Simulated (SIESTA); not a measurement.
The system is Pt.

```
Pt
1.0
     2.90538    0.00000    0.00000
     1.45269    2.51613    0.00000
     1.45269    0.83871    2.37223
Pt
1
Direct
  0.00000 0.00000 0.00000
```

The cell isn't the ideal one: volume scaled by 1.15.

- Program: SIESTA 5.4.2
- Task: relaxation of cell and atoms
- Functional: RGE2
- Potentials or basis: PseudoDojo 0.4 standard (PBE files, fully relativistic)
- Basis: DZP (energy shift 0.01 Ry)
- Grid cutoff: 800 Ry
- Energy shift: 0.01 Ry
- k mesh: 9 × 9 × 9
- Occupations: fermi-dirac, width 0.05 eV
- Spin: non-collinear spin, ferromagnetic start, spin-orbit coupling
- Starting moments: [[0.5, 0.0, 0.0]] μB

At the start: pressure -37.9 GPa; volume 17.34 Å³/atom.

Problem. Where does the relaxation end?

Solution. Over 4 steps the energy falls by 414.6 meV/atom and the volume is 14.37 Å³/atom (-17.1 %); space group Fm-3m (No. 225, to 0.05 Å); moment 0.00 μB per cell.

Step by step:
```tsv
step	energy change (eV)	largest force (eV/Å)	pressure (GPa)	volume (Å³)
1	0.0000	0.0000	-37.86	17.34
2	-0.4122	0.0000	-3.72	14.55
3	-0.4145	0.0000	1.13	14.32
4	-0.4146	0.0000	0.04	14.37
```

Final structure:
```xyz
1
Lattice="2.7291 0.0000 0.0000 1.3646 2.3635 0.0000 1.3646 0.7878 2.2283" Properties=species:S:1:pos:R:3 pbc="T T T"
Pt    0.0000    0.0000    0.0000
```

Caveat: semicore shells carry a single zeta, which can move pressures by several GPa and volumes by a few percent; the potentials were made for another functional, which shifts forces and pressure; the basis of atomic orbitals isn't converged, which shifts pressures, moduli and gaps.
